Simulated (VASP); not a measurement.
# ZnSe (F-43m) in VASP: further runs

The runs below take ZnSe through relaxation of cell and atoms, with PBE.

Everything below comes from runs of VASP 6.6.1. Logs are shortened: lines on timing, memory, paths and dates and some standing lists are left out, and cuts for length are marked.

### 1 The crystal as given

Symmetry: F-43m, No. 216, cubic system. The conventional cell has a = 5.668 Å, b = 5.668 Å, c = 5.668 Å, α = 90.00°, β = 90.00°, γ = 90.00°. Zn (site symmetry -43m) is surrounded by 4 Se at 2.45 Å. Around Se (site symmetry -43m) lie 4 Zn at 2.45 Å.

### 2 Relaxation of cell and atoms, PBE

Input file INCAR:

```
ALGO = Fast
EDIFF = 1E-7
EDIFFG = -0.15
ENCUT = 520
GGA = PE
IBRION = 2
ISIF = 3
ISMEAR = 0
LASPH = T
LCHARG = F
LREAL = F
LWAVE = F
NELM = 100
NSW = 80
PREC = Accurate
SIGMA = 0.02
```

Input file KPOINTS:

```
k-points
0
Gamma
  10 10 10
```

Input file POSCAR:

```
ZnSe
1.0
    0.0000000000      2.8338000000      2.8338000000
    2.8338000000      0.0000000000      2.8338000000
    2.8338000000      2.8338000000      0.0000000000
Zn Se
1 1
Direct
    0.0000000000      0.0000000000      0.0000000000
    0.2500000000      0.2500000000      0.2500000000
```

Potentials or basis: VASP PAW PBE potentials, release 64 (Zn, Se).

On the command line:

```bash
> cat potpaw_PBE.64/Zn/POTCAR potpaw_PBE.64/Se/POTCAR > POTCAR
> mpirun -np 1 vasp_std > vasp.out
```

OUTCAR:

```text
EDIFF = 1E-7
   EDIFFG = -0.15
   ENCUT = 520
   GGA = PE
   IBRION = 2
   ISIF = 3
   ISMEAR = 0
   LASPH = T
   LREAL = F
   NELM = 100
   NSW = 80
   PREC = Accurate

 ion  position               nearest neighbor table
   1  0.000  0.000  0.000-   2 2.45   2 2.45   2 2.45   2 2.45
   2  0.250  0.250  0.250-   1 2.45   1 2.45   1 2.45   1 2.45

  LATTYP: Found a face centered cubic cell.
 ALAT       =     5.6676000000

  Lattice vectors:

 A1 = (   0.0000000000,   2.8338000000,   2.8338000000)
 A2 = (   2.8338000000,   0.0000000000,   2.8338000000)
 A3 = (   2.8338000000,   2.8338000000,   0.0000000000)

Analysis of symmetry for initial positions (statically):
=====================================================================
 Subroutine PRICEL returns:
 Original cell was already a primitive cell.

 Routine SETGRP: Setting up the symmetry group for a
 face centered cubic supercell.

 Subroutine GETGRP returns: Found 24 space group operations
 (whereof 24 operations were pure point group operations)
 out of a pool of 48 trial point group operations.

The static configuration has the point symmetry T_d .

Analysis of symmetry for dynamics (positions and initial velocities):
=====================================================================
 Subroutine PRICEL returns:
 Original cell was already a primitive cell.

 Routine SETGRP: Setting up the symmetry group for a
 face centered cubic supercell.

 Subroutine GETGRP returns: Found 24 space group operations
 (whereof 24 operations were pure point group operations)
 out of a pool of 48 trial point group operations.

The dynamic configuration has the point symmetry T_d .

 Subroutine INISYM returns: Found 24 space group operations
 (whereof 24 operations are pure point group operations),
 and found     1 'primitive' translations

----------------------------------------------------------------------------------------

                                     Primitive cell

  volume of cell :      45.5132

  direct lattice vectors                    reciprocal lattice vectors
     0.000000000  2.833800000  2.833800000    -0.176441527  0.176441527  0.176441527
     2.833800000  0.000000000  2.833800000     0.176441527 -0.176441527  0.176441527
     2.833800000  2.833800000  0.000000000     0.176441527  0.176441527 -0.176441527

  length of vectors
     4.007598393  4.007598393  4.007598393     0.305605690  0.305605690  0.305605690

  position of ions in fractional coordinates (direct lattice)
     0.000000000  0.000000000  0.000000000
     0.250000000  0.250000000  0.250000000

  ion indices of the primitive-cell ions
   primitive index   ion index
                 1           1
                 2           2

----------------------------------------------------------------------------------------

 KPOINTS: k-points

Automatic generation of k-mesh.
 Grid dimensions read from file:
 generate k-points for:   10   10   10

 Generating k-lattice:

  Cartesian coordinates                     Fractional coordinates (reciprocal lattice)
    -0.017644153  0.017644153  0.017644153     0.100000000  0.000000000  0.000000000
     0.017644153 -0.017644153  0.017644153     0.000000000  0.100000000  0.000000000
     0.017644153  0.017644153 -0.017644153     0.000000000  0.000000000  0.100000000

  Length of vectors
     0.030560569  0.030560569  0.030560569

  Shift w.r.t. Gamma in fractional coordinates (k-lattice)
     0.000000000  0.000000000  0.000000000

 Subroutine IBZKPT returns following result:
 ===========================================

 Found     47 irreducible k-points:

 Following reciprocal coordinates:
[... 59 lines left out ...]
   ISMEAR =     0;   SIGMA  =   0.02  broadening in eV -4-tet -1-fermi 0-gaus
   EFERMI_NEDOS =   21; number of points for ismear=-14 and -15
   IALGO  =     68    algorithm
   IMIX   =      4    mixing-type and parameters
     AMIX     =   0.40;   BMIX     =  1.00
     AMIX_MAG =   1.60;   BMIX_MAG =  1.00
  volume/ion in A,a.u.               =      22.76       153.57
  Fermi-wavevector in a.u.,A,eV,Ry     =   1.201673  2.270834 19.647073  1.444019
  Thomas-Fermi vector in A             =   2.337476
   LORBIT       =      0    0 simple, 1 ext, 2 COOP (PROOUT), +10 PAW based schemes
   GGA     = PE    functional components
   LHFCALC =     F    Hartree Fock is set to
   AEXX    =    0.0000 exact exchange contribution
   IVDW    =     0    specifies the selected vdW correction
   LEPSILON=     F    determine dielectric tensor
   LRPA    =     F    only Hartree local field effects (RPA)
 conjugate gradient relaxation of ions
 non-spin polarized calculation
 RMM-DIIS sequential band-by-band and
 Gauss-broadening in eV      SIGMA  =   0.02
  energy-cutoff  :      520.00
  volume of cell :       45.51
 maximum number of plane-waves:      1244
 NGX is ok and might be reduce to    30
   NGX = 15   NGY = 15   NGZ = 15

--------------------------------------- Ionic step        1  -------------------------------------------

 number of electron      18.0000012 magnetization

 Free energy of the ion-electron system (eV)
  ---------------------------------------------------
  ext. energy  EPLUGINS =         0.00000000
  ---------------------------------------------------
  free energy    TOTEN  =        -6.02076840 eV

  energy without entropy =       -6.02076840  energy(sigma->0) =       -6.02076840

------------------------ aborting loop because EDIFF is reached ----------------------------------------

  FORCE on cell =-STRESS in cart. coord.  units (eV):
  Direction    XX          YY          ZZ          XY          YZ          ZX
  --------------------------------------------------------------------------------------
  -------------------------------------------------------------------------------------
  Total        0.6755198      0.6755198      0.6755198      0.0000000      0.0000000      0.0000000
  in kB       23.7799583     23.7799583     23.7799583      0.0000000      0.0000000      0.0000000
  external PRESSURE =      23.7799583 kB  Pullay stress =       0.0000000 kB

 VOLUME and BASIS-vectors are now :
 -----------------------------------------------------------------------------
  energy-cutoff  :      520.00
  volume of cell :       45.51
      direct lattice vectors                 reciprocal lattice vectors
     0.000000000  2.833800000  2.833800000    -0.176441527  0.176441527  0.176441527
     2.833800000  0.000000000  2.833800000     0.176441527 -0.176441527  0.176441527
     2.833800000  2.833800000  0.000000000     0.176441527  0.176441527 -0.176441527

 POSITION                                       TOTAL-FORCE (eV/Angst)
 -----------------------------------------------------------------------------------
      0.00000      0.00000      0.00000        -0.000000     -0.000000     -0.000000
      1.41690      1.41690      1.41690         0.000000      0.000000      0.000000
 -----------------------------------------------------------------------------------
    total drift:                               -0.000001     -0.000001     -0.000001

  FREE ENERGIE OF THE ION-ELECTRON SYSTEM (eV)
  ---------------------------------------------------
  free  energy   TOTEN  =        -6.0207684036 eV

  energy  without entropy=       -6.0207684036  energy(sigma->0) =       -6.02076840

--------------------------------------- Ionic step        2  -------------------------------------------

 number of electron      18.0000011 magnetization

 Free energy of the ion-electron system (eV)
  ---------------------------------------------------
  ext. energy  EPLUGINS =         0.00000000
  ---------------------------------------------------
  free energy    TOTEN  =        -6.03220412 eV

  energy without entropy =       -6.03220412  energy(sigma->0) =       -6.03220412

 E-fermi :   1.3308     XC(G=0):  -9.1022

 val. band max:        1.2089906284   @ k =   0.0000   0.0000   0.0000
 cond. band min:       2.3074911411   @ k =   0.0000   0.0000   0.0000
 fundamental gap:      1.0985005128
 Fermi energy:         1.3307651929

 k-point     1 :       0.0000    0.0000    0.0000
  band No.  band energies     occupation
      1     -11.7513      2.00000
      2      -5.1716      2.00000
      3      -5.1716      2.00000
      4      -5.1716      2.00000
      5      -4.8442      2.00000
      6      -4.8442      2.00000
      7       1.2090      2.00000
      8       1.2090      2.00000
      9       1.2090      2.00000
     10       2.3075      0.00000
     11       7.0214      0.00000
     12       7.0214      0.00000
     13       7.0214      0.00000
[... 354 lines left out ...]
  band No.  band energies     occupation
      1     -11.0127      2.00000
      2      -5.1227      2.00000
      3      -5.0085      2.00000
      4      -4.9974      2.00000
      5      -4.8126      2.00000
      6      -4.8122      2.00000
      7      -2.6568      2.00000
      8      -0.6254      2.00000
      9      -0.4190      2.00000
     10       4.8129      0.00000
     11       5.3026      0.00000
     12       9.3116      0.00000
     13      10.2357      0.00000

 [... further k-points ...]

------------------------ aborting loop because EDIFF is reached ----------------------------------------

  FORCE on cell =-STRESS in cart. coord.  units (eV):
  Direction    XX          YY          ZZ          XY          YZ          ZX
  --------------------------------------------------------------------------------------
  -------------------------------------------------------------------------------------
  Total       -0.1870585     -0.1870585     -0.1870585      0.0000000      0.0000000      0.0000000
  in kB       -6.2732384     -6.2732384     -6.2732384      0.0000000      0.0000000      0.0000000
  external PRESSURE =      -6.2732384 kB  Pullay stress =       0.0000000 kB

 VOLUME and BASIS-vectors are now :
 -----------------------------------------------------------------------------
  energy-cutoff  :      520.00
  volume of cell :       47.77
      direct lattice vectors                 reciprocal lattice vectors
     0.000000000  2.879975168  2.879975168    -0.173612608  0.173612608  0.173612608
     2.879975168  0.000000000  2.879975168     0.173612608 -0.173612608  0.173612608
     2.879975168  2.879975168  0.000000000     0.173612608  0.173612608 -0.173612608

 POSITION                                       TOTAL-FORCE (eV/Angst)
 -----------------------------------------------------------------------------------
      2.87998      5.75995      2.87998         0.000000      0.000000      0.000000
      1.43999      1.43999      1.43999        -0.000000     -0.000000     -0.000000
 -----------------------------------------------------------------------------------
    total drift:                               -0.000001     -0.000001     -0.000001

  FREE ENERGIE OF THE ION-ELECTRON SYSTEM (eV)
  ---------------------------------------------------
  free  energy   TOTEN  =        -6.0322041202 eV

  energy  without entropy=       -6.0322041202  energy(sigma->0) =       -6.03220412

 reached required accuracy - stopping structural energy minimisation
```

Wall time 34 s (1 thread of Intel Xeon Platinum 8488C (Sapphire Rapids), shared host); peak memory 0.18 GiB.

Results:

```
Free energy                            : -6.0322 eV
Relaxed volume                         : 23.89 Å³/atom
Relaxed cell                           : a = 4.073 Å, b = 4.073 Å, c = 4.073 Å, α = 60.00°, β = 60.00°, γ = 60.00°
Space group after relaxing (to 0.05 Å) : F-43m (No. 216)
Energy gained by relaxing              : 5.7 meV/atom
Ionic steps                            : 2
Pressure after relaxing                : -0.6 GPa
Band gap on the k mesh                 : 1.10 eV, direct
```

The path:
| step | energy change (eV) | largest force (eV/Å) | pressure (GPa) | volume (Å³) |
| --- | --- | --- | --- | --- |
| 1 | 0.0000 | 0.0000 | 2.38 | 45.51 |
| 2 | -0.0114 | 0.0000 | -0.63 | 47.77 |

Final structure:
```yaml
crystal:
  lattice:
    - [0.00000, 2.87998, 2.87998]
    - [2.87998, 0.00000, 2.87998]
    - [2.87998, 2.87998, 0.00000]
  atoms:
    - { symbol: Zn, position: [0.00000, 0.00000, 0.00000] }
    - { symbol: Se, position: [0.25000, 0.25000, 0.25000] }
```

Caveat: the relaxation stopped at a loose force limit of 0.15 eV/Å, so its end isn't a converged minimum. Expect the measured gap to be larger: semilocal functionals such as PBE lack the derivative discontinuity.

### 3 Relaxation of cell and atoms, PBE

This run uses another cell than the first one, of 23.89 Å³/atom, 1.050 times its volume.

INCAR is that of step 2.

KPOINTS is that of step 2.

Input file POSCAR:

```
ZnSe                                    
1.0
    0.0000000000      2.8799751679      2.8799751679
    2.8799751679      0.0000000000      2.8799751679
    2.8799751679      2.8799751679      0.0000000000
  Zn              Se            
     1     1
Direct
     1.0000000000000000    0.0000000000000000    1.0000000000000000
     0.2500000000000000    0.2500000000000000    0.2500000000000000
```

Potentials or basis: VASP PAW PBE potentials, release 64 (Zn, Se).

On the command line:

```bash
> cat potpaw_PBE.64/Zn/POTCAR potpaw_PBE.64/Se/POTCAR > POTCAR
> mpirun -np 1 vasp_std > vasp.out
```

OUTCAR:

```text
EDIFF = 1E-7
   EDIFFG = -0.15
   ENCUT = 520
   GGA = PE
   IBRION = 2
   ISIF = 3
   ISMEAR = 0
   LASPH = T
   LREAL = F
   NELM = 100
   NSW = 80
   PREC = Accurate

 ion  position               nearest neighbor table
   1  0.000  0.000  0.000-   2 2.49   2 2.49   2 2.49   2 2.49
   2  0.250  0.250  0.250-   1 2.49   1 2.49   1 2.49   1 2.49

  LATTYP: Found a face centered cubic cell.
 ALAT       =     5.7599503358

  Lattice vectors:

 A1 = (   0.0000000000,   2.8799751679,   2.8799751679)
 A2 = (   2.8799751679,   0.0000000000,   2.8799751679)
[... 575 lines left out ...]
  Direction    XX          YY          ZZ          XY          YZ          ZX
  --------------------------------------------------------------------------------------
  -------------------------------------------------------------------------------------
  Total       -0.1659257     -0.1659257     -0.1659257      0.0000000     -0.0000000      0.0000000
  in kB       -5.5645245     -5.5645245     -5.5645245      0.0000000     -0.0000000      0.0000000
  external PRESSURE =      -5.5645245 kB  Pullay stress =       0.0000000 kB

 VOLUME and BASIS-vectors are now :
 -----------------------------------------------------------------------------
  energy-cutoff  :      520.00
  volume of cell :       47.77
      direct lattice vectors                 reciprocal lattice vectors
     0.000000000  2.879975168  2.879975168    -0.173612608  0.173612608  0.173612608
     2.879975168  0.000000000  2.879975168     0.173612608 -0.173612608  0.173612608
     2.879975168  2.879975168  0.000000000     0.173612608  0.173612608 -0.173612608

 POSITION                                       TOTAL-FORCE (eV/Angst)
 -----------------------------------------------------------------------------------
      0.00000      0.00000      0.00000         0.000000      0.000000     -0.000000
      1.43999      1.43999      1.43999        -0.000000     -0.000000      0.000000
 -----------------------------------------------------------------------------------
    total drift:                               -0.000001     -0.000001     -0.000001

  FREE ENERGIE OF THE ION-ELECTRON SYSTEM (eV)
  ---------------------------------------------------
  free  energy   TOTEN  =        -6.0322755362 eV

  energy  without entropy=       -6.0322755362  energy(sigma->0) =       -6.03227554

 reached required accuracy - stopping structural energy minimisation
```

OSZICAR:

```text
N       E                     dE             d eps       ncg     rms          rms(c)
DAV:   1     0.853830417248E+02    0.85383E+02   -0.90458E+03  1222   0.158E+03
DAV:   2    -0.479482254594E+00   -0.85863E+02   -0.82258E+02  1295   0.270E+02
DAV:   3    -0.626316026592E+01   -0.57837E+01   -0.57538E+01  1512   0.699E+01
DAV:   4    -0.632247389290E+01   -0.59314E-01   -0.59298E-01  1332   0.741E+00
DAV:   5    -0.632281576705E+01   -0.34187E-03   -0.34187E-03  1467   0.546E-01    0.436E+00
RMM:   6    -0.605238662400E+01    0.27043E+00   -0.69322E-01  1222   0.906E+00    0.348E+00
RMM:   7    -0.603116215836E+01    0.21224E-01   -0.15113E-01  1222   0.413E+00    0.130E+00
RMM:   8    -0.603242765549E+01   -0.12655E-02   -0.23882E-02  1222   0.134E+00    0.619E-01
RMM:   9    -0.603233746064E+01    0.90195E-04   -0.62025E-03  1222   0.110E+00    0.186E-01
RMM:  10    -0.603221414961E+01    0.12331E-03   -0.13162E-03  1222   0.446E-01    0.537E-02
RMM:  11    -0.603227247967E+01   -0.58330E-04   -0.23112E-04  1222   0.143E-01    0.376E-02
RMM:  12    -0.603227475461E+01   -0.22749E-05   -0.33356E-05  1222   0.692E-02    0.254E-03
RMM:  13    -0.603227548060E+01   -0.72600E-06   -0.62613E-06  1222   0.269E-02    0.286E-03
RMM:  14    -0.603227549720E+01   -0.16592E-07   -0.19443E-06  1222   0.172E-02    0.438E-04
RMM:  15    -0.603227553620E+01   -0.39005E-07   -0.37221E-07  1026   0.742E-03
   1 F= -.60322755E+01 E0= -.60322755E+01  d E =-.603228E+01
```

CONTCAR:

```text
ZnSe
   1.00000000000000
     0.0000000000000000    2.8799751679000001    2.8799751679000001
     2.8799751679000001    0.0000000000000000    2.8799751679000001
     2.8799751679000001    2.8799751679000001    0.0000000000000000
  Zn              Se
     1     1
Direct
     0.0000000000000000    0.0000000000000000    0.0000000000000000
     0.2500000000000000    0.2500000000000000    0.2500000000000000

  0.00000000E+00  0.00000000E+00  0.00000000E+00
  0.00000000E+00  0.00000000E+00  0.00000000E+00
```

Wall time 21 s (1 thread of Intel Xeon Platinum 8488C (Sapphire Rapids), shared host); peak memory 0.18 GiB.

What came out:

```yaml
Free_energy: -6.0323 eV
Pressure_after_relaxing: -0.6 GPa
Band_gap_on_the_k_mesh: 1.10 eV, direct
```

Final structure:
```cif
data_structure
_symmetry_space_group_name_H-M 'P 1'
_symmetry_Int_Tables_number 1
_cell_length_a 4.0729
_cell_length_b 4.0729
_cell_length_c 4.0729
_cell_angle_alpha 60.000
_cell_angle_beta 60.000
_cell_angle_gamma 60.000
_cell_volume 47.77
loop_
_atom_site_label
_atom_site_type_symbol
_atom_site_fract_x
_atom_site_fract_y
_atom_site_fract_z
_atom_site_occupancy
Zn1 Zn 0.00000 0.00000 0.00000 1
Se1 Se 0.25000 0.25000 0.25000 1
```

Caveat: the relaxation stopped at its first step, so nothing moved; the relaxation stopped at a loose force limit of 0.15 eV/Å, so its end isn't a converged minimum. As with any semilocal functional, this PBE gap is likely too small.
